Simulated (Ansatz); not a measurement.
# InP (F-43m): phonons and dielectric response

Aim: the lattice vibrations of InP (F-43m) at its relaxed cell, and whether any of them is unstable, with its dielectric response.

The COD entry's cell or inner coordinates are ideal or old and differ from later refinements, so a difference from it is no clean test against experiment.

Computed with Ansatz 0.2.0 (DFT r²SCAN, scalar-relativistic, plane waves, PAW, unless a step's input says otherwise).

6 further runs of the same task are left out: 6 set aside as unsound or not needed.

### 1 The starting structure

Symmetry: F-43m, No. 216, cubic system. Conventional cell: a = 5.907 Å, b = 5.907 Å, c = 5.907 Å, α = 90.00°, β = 90.00°, γ = 90.00°. In (site symmetry -43m) has 4 P at 2.56 Å as nearest neighbours. P (site symmetry -43m) is surrounded by 4 In at 2.56 Å.

Coordinates:

```
CELL_PARAMETERS angstrom
0.00000 2.95344 2.95344
2.95344 0.00000 2.95344
2.95344 2.95344 0.00000
ATOMIC_POSITIONS crystal
In 0.00000 0.00000 0.00000
P 0.75000 0.75000 0.75000
```

This cell comes from an earlier session at r²SCAN: 25.762 Å³/atom at 0.00 GPa, on a 10×10×10 mesh.

### 2 Optical spectrum of independent particles

input.yaml reads:

```yaml
crystal:
  lattice:
    - [0.0, 2.9534409564, 2.9534409564]
    - [2.9534409564, 0.0, 2.9534409564]
    - [2.9534409564, 2.9534409564, 0.0]
  atoms:
    - { symbol: In, position: [0.0, 0.0, 0.0] }
    - { symbol: P, position: [0.75, 0.75, 0.75] }
basis:
  ecutwfc: 500
  ecutrho_ratio: 4
kpoints:
  mp_grid: { grid: [10, 10, 10] }
hamiltonian:
  xc: r2scan
scf:
  occupations: { method: gaussian, width: 0.05 }
  n_extra_bands: 20
output:
  forces: true
  stress: true
  eigenvalues: true
  optics: { de: 0.05 }
  efg: {}
```

Run with:

```sh
ansatz run input.yaml --threads 4 --pin off --max-ram 7168MiB --backend cpu --events-out ev --progress --plain --runs-dir out
```

### 3 Phonons from displacements in a 2×2×2 supercell

input.yaml reads:

```yaml
crystal:
  lattice:
    - [0.0, 2.9534409564, 2.9534409564]
    - [2.9534409564, 0.0, 2.9534409564]
    - [2.9534409564, 2.9534409564, 0.0]
  atoms:
    - { symbol: In, position: [0.0, 0.0, 0.0] }
    - { symbol: P, position: [0.75, 0.75, 0.75] }
basis:
  ecutwfc: 500
  ecutrho_ratio: 4
kpoints:
  mp_grid: { grid: [8, 8, 8] }
hamiltonian:
  xc: r2scan
scf:
  occupations: { method: gaussian, width: 0.05 }
output: {}
phonons:
  method: fd
  supercell: [2, 2, 2]
  qpath:
    path:
      - [[0.0, 0.0, 0.0], [-0.5, -0.5, 0.0], [-0.375, -0.375, 0.25]]
      - [[-0.375, 0.0, 0.375], [0.0, 0.0, 0.0], [0.0, 0.0, 0.5], [-0.5, -0.25, 0.25], [-0.5, -0.5, 0.0]]
    npoints: 6
  temperatures: { t_min: 0, t_max: 1000, t_step: 100 }
```

**Question.** What will these runs give? Wanted: strongest peak of ε2; ε∞, independent particles; highest frequency; imaginary modes; zero-point energy.

**Answer**, as computed:

| quantity | value |
| --- | --- |
| strongest peak of ε2 | 26.3 at 4.50 eV |
| ε∞, independent particles | 9.83 |
| highest frequency | 338 cm⁻¹ at Γ |
| imaginary modes | none beyond 15 cm⁻¹ |
| zero-point energy | 38.0 meV/atom |

**Reading.** On this grid of 0.25 eV, ε2 first passes 0.5 at 1.25 eV and peaks at 4.50 eV. The onset follows the calculated direct gap (1.03 eV on the mesh), and excitons are left out. No branch is imaginary beyond noise, so the structure is dynamically stable along this path. Points that don't fit the supercell are interpolated.

These are semilocal Kohn-Sham gaps, which aren't the measured quantity. Such gaps usually fall short of the measured ones. Spin-orbit coupling is left out, though the cell holds In; it can move the gap.
